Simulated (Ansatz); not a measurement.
A 3-atom cell of HfO2 started from a crystallographic database was put through Ansatz (plane waves). Cell and atoms come from a relaxation with r2SCAN.

The cell:
```
CELL_PARAMETERS angstrom
0.00000 2.52918 2.52918
2.52918 0.00000 2.52918
2.52918 2.52918 0.00000
ATOMIC_POSITIONS crystal
Hf 0.00000 0.00000 0.00000
O 0.25000 0.25000 0.25000
O 0.75000 0.75000 0.75000
```

The log, with set-up remarks and timings taken out:
```
Crystal: 3 atoms, lattice volume = 32.357 Å³
Basis set: ecut = 500 eV, 869 PW (Γ)
Bands: 23, of which v1, the nominal top of the filled ones, is band 19 counted from 1 (18 counted from 0)
Symmetry: 48 space group operations
k-points: 59 of 512 (irreducible under 8 space group operations, time reversal used)
Free energy (F): -16876.190557 eV
Fermi energy:    15.835373 eV
--- Per-component energies (eV) ---
  E_band       = 30.845902
  E_kinetic    = 774.941484
  E_local      = -5718.031561
  E_nonlocal   = -1152.541819
  E_hartree    = 2626.692164
  E_xc         = -431.126743
  E_vxc        = -505.354718
  E_paw        = -7271.105521
  E_vpaw       = 1350.912540
  E_vtau       = 27.533904
  E_ewald      = -5705.278326
  E_core_change = 0.257640
--- Dielectric response (ions clamped): 1 representative field direction + reference, on 59 of 512 k-points ---
  ε∞ (high-frequency dielectric tensor):
        4.911696     0.000000     0.000000
        0.000000     4.911696     0.000000
        0.000000     0.000000     4.911696
  Born effective charges Z* (e; rows j = field, columns β = displacement):
    site 0:
         5.50258    0.00000    0.00000
         0.00000    5.50258    0.00000
         0.00000    0.00000    5.50258
    site 1:
        -2.75129    0.00000    0.00000
         0.00000   -2.75129    0.00000
         0.00000    0.00000   -2.75129
    site 2:
        -2.75129    0.00000    0.00000
         0.00000   -2.75129    0.00000
         0.00000    0.00000   -2.75129
```

Problem. Which of these blocks stood in the input: relax, gw, phonons, dielectric, magnetization (spin_orbit)?

Solution. dielectric. A response with clamped ions alone is the dielectric block.

Problem. Which k mesh was typed?

Solution. 8×8×8, Γ-centred.

Problem. How were the bands filled?

Solution. Fixed occupations.

Problem. Which functional?

Solution. r2SCAN. The term E_vtau belongs to a meta-GGA, which reads the kinetic-energy density. Close relatives of this functional can't be ruled out from these lines alone.

Run as `ansatz run input.yaml --threads 2 --pin off --max-ram 2211MiB --backend cpu --events-out ev --progress --plain --runs-dir out`.

Problem. It ran on 2 threads of Arm Neoverse N1, on a shared host. About how long did it take, and how much host memory at the peak?

Solution. About 39 s, with a peak of 0.73 GiB.

Calculated for a static, non-magnetic cell.
